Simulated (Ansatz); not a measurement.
input.yaml

```yaml
crystal:
  lattice:
    - [0.0, 2.2599192, 2.2599192]
    - [2.2599192, 0.0, 2.2599192]
    - [2.2599192, 2.2599192, 0.0]
  atoms:
    - { symbol: Hf, position: [0.5, 0.5, 0.5] }
    - { symbol: B, position: [0.0, 0.0, 0.0] }
basis:
  ecutwfc: 420
kpoints:
  mp_grid: { grid: [16, 16, 16] }
hamiltonian:
  xc: pbe
scf:
  occupations: { method: gaussian, width: 0.1 }
output:
  forces: true
  stress: true
  eigenvalues: true
  populations: true
  write_density: true
  write_potential: true
  elf: true
  volumetric_format: npy
```

Command:
```bash
ansatz run input.yaml --threads 1 --pin off --max-ram 1331MiB --backend cpu --events-out ev --progress --plain --runs-dir out
```

The calculation used DFT PBE, scalar-relativistic, plane waves, PAW in Ansatz.

Abridged output:

```
Pseudopotentials: kind: paw
Pseudopotential: Hf, paw, valence charge 26, recommended cutoff 420 eV (normal)
Pseudopotential: B, paw, valence charge 3, recommended cutoff 420 eV (normal)
Functional definition: PBE
Crystal: 2 atoms, lattice volume = 23.084 Å³
Basis set: ecut = 420 eV, 459 PW (Γ), exchange–correlation on 48×48×48 points (8 copies of the dense FFT grid, shifted against one another)
Bands: 19, of which v1, the nominal top of the filled ones, is band 15 counted from 1 (14 counted from 0)
Symmetry: 48 space group operations
Space group: Fm-3m (ITA 225), of the structure as read, at distance tolerance 2.8e-5 Å
k-points: 145 of 4096
Initial density: superposition of atomic densities (neutral atoms: chi_scale 0, normalization atom), corrected by the library's trained network
Initial wavefunctions: pseudopotential atomic-orbital guess
Functional: x = pbe(κ = 0.804, μ = 0.21951497), c = pbe(β = 0.06672455)
SCF iter   1: F=—  HF=-15877.427888 eV  |F-HF|=—  |Δ(HF+E_count)|=         —  Δρ=3.53e-3  dr2=1.55e-3  ethr=1.77e-3  ⟨swp⟩=5.0  Hψ=11448  notcnv=0
SCF iter   2: F=—  HF=-15877.427867 eV  |F-HF|=—  |Δ(HF+E_count)|=   2.06e-5  Δρ=2.17e-3  dr2=6.27e-4  ethr=5.35e-6  ⟨swp⟩=1.7  Hψ=4292  notcnv=0
SCF iter   3: F=—  HF=-15877.427860 eV  |F-HF|=—  |Δ(HF+E_count)|=   6.99e-6  Δρ=2.95e-4  dr2=1.60e-5  ethr=2.16e-6  ⟨swp⟩=2.0  Hψ=3185  notcnv=0
SCF iter   4: F=—  HF=-15877.427864 eV  |F-HF|=—  |Δ(HF+E_count)|=   4.35e-6  Δρ=1.36e-4  dr2=3.82e-6  ethr=5.51e-8  ⟨swp⟩=2.8  Hψ=5385  notcnv=0
SCF iter   5: F=—  HF=-15877.427857 eV  |F-HF|=—  |Δ(HF+E_count)|=   7.61e-6  Δρ=5.27e-5  dr2=1.98e-7  ethr=1.32e-8  ⟨swp⟩=2.3  Hψ=4849  notcnv=0
SCF iter   6: F=—  HF=-15877.427857 eV  |F-HF|=—  |Δ(HF+E_count)|=   2.22e-7  Δρ=1.50e-5  dr2=1.80e-8  ethr=3.45e-10  ⟨swp⟩=9.6  Hψ=19919  notcnv=0
SCF iter   7: F=-15877.427857 eV  HF=-15877.427857 eV  |F-HF|=3.02e-10  |Δ(HF+E_count)|=   2.80e-8  Δρ=2.20e-6  dr2=5.34e-10  ethr=6.19e-11  ⟨swp⟩=9.0  Hψ=19349  notcnv=0
SCF 1 converged in 7 iterations: F = -15877.427857 eV  dr2 = 5.34e-10
SCF converged after 7 iterations
Free energy (F): -15877.427857 eV
Harris-Foulkes:  -15877.427857 eV  (|F-HF|=3.02e-10)
Internal energy: -15877.423449 eV  (E = F + TS)
E sigma→0 (E₀):  -15877.425653 eV
Entropy (-TS):   -0.004408 eV (-2.204 meV/atom)
Fermi energy:    21.106888 eV
--- Per-component energies (eV) ---
  E_band       = 167.855520
  E_kinetic    = 484.322233
  E_local      = -4835.725617  (includes V_loc(G=0)·N_el)
  E_nonlocal   = -1228.876923
  E_hartree    = 2323.352351
  E_xc         = -336.882497
  E_vxc        = -310.575218  (∫ρ·V_xc dr)
  E_paw        = -7009.986202  (= ΣΔE_a)
  E_vpaw       = 1412.007765  (= ΣTr[D̂ρ^β])
  E_aug_tail   = -0.000003  (compensation charges beyond the density's cutoff)
  E_ewald      = -5273.626792
  E_smearing   = -0.004408  (= −TS)
--- Forces (eV/Å), atoms counted from 1 ---
  atom   1  Hf     0.00000000     0.00000000     0.00000000
  atom   2  B      0.00000000     0.00000000     0.00000000
--- Stress (GPa, compression-positive) ---
       50.080226       0.000000       0.000000
        0.000000      50.080226       0.000000
        0.000000       0.000000      50.080226
  P = ⅓ Tr σ = 50.0802 GPa (500.802 kbar)
--- Band table (eV; the first three rows and the last of 145) ---
  k-point 0: bands = ["-38.5269", "-7.0037", "-7.0037", "-7.0037", "11.3102", "11.4883", "11.4883", "11.4883", "11.4957", "11.6055", "11.6055", "11.6055", "23.2942", "23.2942", "23.2942", "25.3294", "25.3294", "25.3294", "25.4991"]
  k-point 1: bands = ["-38.5245", "-7.0414", "-7.0073", "-7.0073", "11.4232", "11.4912", "11.4912", "11.4973", "11.4988", "11.6025", "11.6025", "11.6057", "22.8834", "23.2387", "23.2387", "24.3568", "24.3568", "25.5607", "26.7694"]
  k-point 2: bands = ["-38.5178", "-7.1476", "-7.0177", "-7.0177", "11.4762", "11.4997", "11.4997", "11.5040", "11.5941", "11.5941", "11.6060", "11.8027", "22.0226", "22.6516", "22.6516", "24.1649", "24.1649", "25.9362", "28.2650"]
  k-point 144: bands = ["-38.4437", "-7.5865", "-7.5865", "-7.3347", "11.5251", "11.5347", "11.5347", "11.5397", "11.5625", "11.5625", "11.5772", "15.3685", "19.7671", "19.7890", "19.7890", "26.9286", "26.9286", "29.5247", "29.7780"]
--- Löwdin populations: 2 sites ---
  site symbol q [e]
     0     Hf     25.4760
     1      B      3.5028
  spilling = 0.000729 (of n_electrons = 29.000000)
```

Self-consistency was reached.

Spin–orbit coupling is left out, which can shift energies with elements as heavy as these.